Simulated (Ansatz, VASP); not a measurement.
## C: VASP beside Ansatz

```
C
1.0
     2.12732   -1.22828    0.00000
     2.12732    1.22828    0.00000
    -1.37907    0.00000    3.50283
C
2
Direct
  0.82278 0.83973 0.00065
  0.16426 0.16341 0.99481
```

This is a stacking variant of graphite.

Alike in both runs: task single point; functional r2SCAN; k mesh 9 × 9 × 6; occupations fermi-dirac, width 0.05 eV; no spin polarisation.

|  | VASP | Ansatz |
| --- | --- | --- |
| version | VASP 6.6.1 | Ansatz 0.2.0 |
| potentials or method | VASP PAW PBE potentials, release 64 (C) | plane waves, PAW |
| plane-wave cutoff (eV) | 520 | 650 |
| valence electrons in the cell | 8 | 8 |

```csv
,VASP,Ansatz,Ansatz less VASP
pressure (GPa),0.7,0.0,-0.72
largest component of the traceless stress (GPa),1.77,1.70,-0.069
rms of the force components (eV/Å),0.731,0.730,-0.0012
```

Atom by atom the forces differ by 0.003 eV/Å (rms over components). With one functional, cell and mesh, what is left measures potentials, basis and numerics. Ansatz warned: «stress_scf_threshold_loose».

Caveats: the PAW data sets were made with another functional, which shifts forces and pressure a little (VASP).
